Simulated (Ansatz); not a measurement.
# How far is PAW off for MnSb?

```xyz
2
Lattice="0.0000 2.7858 2.7858 2.7858 0.0000 2.7858 2.7858 2.7858 0.0000" Properties=species:S:1:pos:R:3 pbc="T T T"
Mn    0.0000    0.0000    0.0000
Sb    2.7858    2.7858    2.7858
```

Atoms are numbered in the order listed.

The cell was built from the rocksalt type and relaxed in the same program, and has space group Fm-3m; it needn't be a known or the stable phase.

Other magnetic orders may lie lower; this is the state that the run reached.

Spin–orbit coupling is left out, though it moves levels of the heavy atoms by tenths of an eV or more.

All numbers are computed: DFT, PBE, PAW with Ansatz's default frozen-core files, scalar-relativistic (Ansatz 0.2.0); DFT, PBE, all-electron PAW with datasets made for the crystal, scalar-relativistic (Ansatz 0.2.0); DFT, PBE, all-electron LAPW, scalar-relativistic (Ansatz 0.2.0).

For PAW: a Γ-centred 11×11×11 k mesh, Fermi–Dirac smearing of 0.03 eV, cutoff 420 eV, spin-polarised from start moments Mn1 4 μB. The crystal-made all-electron datasets (AE datasets) take a cutoff of 260 eV at this cell. LAPW targets a basis error of 1 meV/atom. The Ansatz runs share mesh, smearing and spin set-up. Plane-wave (PAW) pressures include the program's estimate of the Pulay term.

Stress and pressure are positive in compression.

Levels count from the Fermi level.

```json
{"quantity": "pressure (GPa)", "PAW": "0.04", "AE datasets": "0.06", "LAPW": "0.06"}
{"quantity": "moment of the cell (μB)", "PAW": "3.788", "AE datasets": "3.789", "LAPW": "3.789"}
{"quantity": "highest filled spin-up level at L (eV)", "PAW": "-2.358", "AE datasets": "-2.365", "LAPW": "-2.365"}
{"quantity": "lowest empty spin-up level at L (eV)", "PAW": "2.741", "AE datasets": "2.739", "LAPW": "2.739"}
{"quantity": "highest filled spin-up level at X (eV)", "PAW": "-1.564", "AE datasets": "-1.567", "LAPW": "-1.567"}
{"quantity": "lowest empty spin-up level at X (eV)", "PAW": "0.906", "AE datasets": "0.905", "LAPW": "0.905"}
```
